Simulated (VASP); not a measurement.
C:

```xyz
2
Lattice="0.0000 1.7834 1.7834 1.7834 0.0000 1.7834 1.7834 1.7834 0.0000" Properties=species:S:1:pos:R:3 pbc="T T T"
C     0.0000    0.0000    0.0000
C     0.8917    0.8917    0.8917
```

This isn't the form of C at room conditions, which is graphite.

```yaml
Program: VASP 6.6.1
Task: relaxation of cell and atoms
Functional: LDA
Potentials_or_basis: VASP PAW LDA potentials, release 64 (C)
Cutoff: 600 eV
k_mesh: 14 × 14 × 14
Occupations: gaussian, width 0.03 eV
Spin: no spin polarisation
```

At the start: pressure -12.4 GPa; volume 5.67 Å³/atom.

**Question.** Where does the relaxation end?

**Answer.** Over 3 steps the energy falls by 6.2 meV/atom and the volume is 5.52 Å³/atom (-2.7 %); space group Fd-3m (No. 227, to 0.05 Å).

Step by step:
```
step  energy change (eV)  largest force (eV/Å)  pressure (GPa)  volume (Å³)
   1              0.0000                0.0000          -12.37        11.34
   2              0.0090                0.0000           17.94        10.64
   3             -0.0123                0.0000           -0.11        11.03
```

Final structure:
```
CELL_PARAMETERS angstrom
0.00000 1.76696 1.76696
1.76696 0.00000 1.76696
1.76696 1.76696 0.00000
ATOMIC_POSITIONS crystal
C 0.00000 0.00000 0.00000
C 0.25000 0.25000 0.25000
```
